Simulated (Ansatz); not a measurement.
Theory: Ansatz, DFT PBE, scalar-relativistic, plane waves, PAW. All cells share a 420 eV cutoff and Γ-centred k meshes spaced at most about 0.3 Å⁻¹ (about 0.25 or finer for metals, 2π included). No spin polarisation.

Temperature and zero-point effects are left out.

Two relaxed structures of Cu₄Ni:

A.

```
CELL_PARAMETERS angstrom
-2.84409 2.84409 1.80524
2.84409 -2.84409 1.80524
2.84409 2.84409 -1.80524
ATOMIC_POSITIONS crystal
Cu 0.70137 0.89914 0.60052
Cu 0.29863 0.10086 0.39948
Cu 0.10086 0.70137 0.80223
Cu 0.89914 0.29863 0.19777
Ni 0.50000 0.50000 0.00000
```

B.

```
CELL_PARAMETERS angstrom
2.53877 0.00000 0.00000
-1.26938 2.19864 0.00000
0.00000 0.00000 20.96984
ATOMIC_POSITIONS crystal
Cu 0.33333 0.66667 0.05060
Cu 0.33333 0.66667 0.44940
Cu 0.33333 0.66667 0.65160
Cu 0.33333 0.66667 0.84840
Cu 0.66667 0.33333 0.15160
Cu 0.66667 0.33333 0.34840
Cu 0.66667 0.33333 0.55060
Cu 0.66667 0.33333 0.94940
Ni 0.33333 0.66667 0.25000
Ni 0.66667 0.33333 0.75000
```

Question: Which form is favoured at zero pressure, and by what margin per atom?

Answer: A is lower, by 8 meV/atom. A has Cu and Ni ordered on fcc sites, space group I4/m (No. 87), 11.7 Å³/atom and no gap on its mesh; B has Cu and Ni ordered on hcp sites, space group P6_3/mmc (No. 194), 11.7 Å³/atom and no gap. Counting all near atoms (those within 1.25 times the shortest distance at each site), A and B both have Cu 12, Ni 12. Both come from invented guesses. Shaken at random and relaxed again, A came back. Checks on A: no imaginary mode at Γ (other wave vectors untested).

For metals, differences of a few meV/atom aren't resolved. Cells without such a test can be saddle points.
